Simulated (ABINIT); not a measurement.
Here is an ABINIT 10.8.3 (patched build) calculation.

run.abi

```
# Pseudopotentials
pp_dirpath "./"
pseudos "Cd.GGA_PBE-JTH.xml, S.GGA_PBE-JTH.xml"

# Structure
acell 4.12594781 4.1259478141 6.71441752 Angstrom
rprim
     1.0000000000     0.0000000000     0.0000000000
    -0.5000000007     0.8660254034     0.0000000000
     0.0000000000     0.0000000000     1.0000000000
ntypat 2
znucl 48 16
natom 4
typat 1 1 2 2
xred
     0.6666666700     0.3333333300     0.4993663700
     0.3333333300     0.6666666700    -0.0006336300
     0.6666666700     0.3333333300     0.8756336300
     0.3333333300     0.6666666700     0.3756336300
chkprim 0
chksymtnons 0
tolsym 1.0e-6

# Plane-wave basis
ecut 22.0
pawecutdg 44.0

# k points
kptopt 1
ngkpt 5 5 3
nshiftk 1
shiftk 0.0 0.0 0.0

# Exchange and correlation
ixc -116133

# Bands and occupations
nband 22
occopt 3
tsmear 0.05 eV

# SCF cycle
nstep 100
tolvrs 1.0e-9

# Output
iomode 3
prtwf 0
prtden 0
prteig 0
prtebands 0
enunit 1
prtvol 2
```

Potentials or basis: JTH PAW PBE v2.0.

Run with:

```bash
$ abinit run.abi > log 2>&1
```

(1) What does it give for the band gap on the k mesh?

(2) What does it give for the pressure?

## Answers

(1) 1.07 eV, direct.

(2) 0.0 GPa.

Caveat: the PAW data sets were made with another functional, which shifts forces and pressure a little.
